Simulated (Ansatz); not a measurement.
**What a strained CdS layer does to its nuclei**

Cell: a structure deposited in the COD, whose atoms a relaxation with PBE at fixed cell left in place.

```
Cd S
1.0
     0.00000    2.91650    2.91650
     2.91650    0.00000    2.91650
     2.91650    2.91650    0.00000
Cd S
1 1
Direct
  0.00000 0.00000 0.00000
  0.25000 0.25000 0.25000
```

Atom numbers follow the list; atoms alike are taken as one site, whose name carries the number of the first.

Method: Kohn–Sham DFT in Ansatz, PBE, plane waves and PAW, scalar-relativistic, 420 eV cutoff, Γ-centred 13×13×13 k-points, Fermi–Dirac smearing 0.02 eV.

The cell is stretched along z (the third Cartesian axis of the run's cell), x and y held, and the ions relax again each time.

| strain along z (%) | Cd: V along z (10²¹ V/m²) | S: V along z (10²¹ V/m²) |
| --- | --- | --- |
| -3 | 1.04 | -0.57 |
| -2 | ? | ? |
| -1 | 0.34 | -0.19 |
| 0 | 0.00 | 0.00 |
| +1 | -0.33 | 0.20 |
| +2 | -0.65 | 0.39 |
| +3 | -0.95 | 0.59 |

Question: Estimate the row at -2 % from the others.

Answer: Cd: 0.68; S: -0.38. Worked for Cd: a straight line through the other 6 rows has a slope of -0.332 × 10²¹ V/m² per per cent of strain and gives 0.68 at -2 %, against 0.68 from the run, so the response is nearly linear here. Worked for S: a straight line through the other 6 rows has a slope of 0.195 × 10²¹ V/m² per per cent of strain and gives -0.38 at -2 %, against -0.38 from the run, so the response is nearly linear here. For ³³S that is −0.33 MHz of C_Q per per cent. Without strain Cd and S sit on a cubic site without a gradient, so the whole gradient comes from the strain.
